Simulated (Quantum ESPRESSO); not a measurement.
## Ge: equation of state with Q2D

**What was measured.**

“Sub-monolayer structures of Ag overlayers on Ge(111): experimental observations and first-principles study”, 2019, arxiv:1908.00180 quotes, for a bulk crystal of Ge: bulk modulus 75.8 GPa.

Crystal: Ge.

```
Ge
1.0
     0.00000    2.82891    2.82891
     2.82891    0.00000    2.82891
     2.82891    2.82891    0.00000
Ge
2
Direct
  0.75000 0.75000 0.75000
  0.50000 0.50000 0.50000
```

- Program: Quantum ESPRESSO 7.5
- Task: equation of state
- Functional: Q2D
- Potentials or basis: PseudoDojo 0.4.1 SR PBE standard
- Cutoff: 1061 eV
- Density cutoff: 4245 eV
- k mesh: 8 × 8 × 8
- Occupations: fermi-dirac, width 0.05 eV
- Spin: no spin polarisation

| Quantity | Value |
| --- | --- |
| Equilibrium volume | 21.81 Å³/atom |
| Bulk modulus | 74 GPa |
| Pressure derivative of the bulk modulus | 4.3 |

Energy against volume, from the lowest point:
| volume (Å³/atom) | energy (meV/atom) |
| --- | --- |
| 21.281 | 3.05 |
| 21.733 | 0.00 |
| 22.186 | 1.43 |
| 22.639 | 6.78 |
| 23.092 | 15.72 |
| 23.545 | 27.86 |
| 23.997 | 42.82 |

All runs of the series together: 3.2 min on 1 thread of AMD EPYC 7B13 (Zen 3) (shared host).

Against the measured bulk modulus of Ge, 75.8 GPa (quoted in “Sub-monolayer structures of Ag overlayers on Ge(111): experimental observations and first-principles study”, 2019, arxiv:1908.00180), the calculated 74 GPa is off by -2.1 %. The fit is for a static lattice scaled at fixed shape and fixed fractional positions.

Caveat: the potentials were made for another functional, which shifts forces and pressure.
